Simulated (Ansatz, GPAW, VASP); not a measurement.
One calculation of Li, 3 ways

```
CELL_PARAMETERS angstrom
-1.75465 1.75465 1.75465
1.75465 -1.75465 1.75465
1.75465 1.75465 -1.75465
ATOMIC_POSITIONS crystal
Li 0.00000 0.00000 0.00000
```

Alike in all runs: task single point; functional LDA; k mesh 11 × 11 × 11; occupations gaussian, width 0.02 eV; no spin polarisation; no spin-orbit coupling. LDA stands for any of its common fits. Pressure is positive in compression and, in plane waves, holds the error of the finite cutoff.

```csv
program and potentials,plane-wave cutoff (eV),notes,pressure (GPa)
"GPAW, the program's PAW data sets (release 1.2.1) made for this functional",800,-,-1.47
"VASP, LDA PAW files Li_GW, 550 eV",550,-,-1.55
"Ansatz, all-electron LAPW, scalar-relativistic",-,-,-1.54
```

The pressure spans -1.55 (VASP, LDA PAW files Li_GW, 550 eV) to -1.47 GPa (GPAW, the program's PAW data sets (release 1.2.1) made for this functional), with all-electron results at -1.54.

Differences between rows come from potentials, basis sets and numerical settings, since the functional is the same but for its coding. Runs on potential files found faulty are left out.
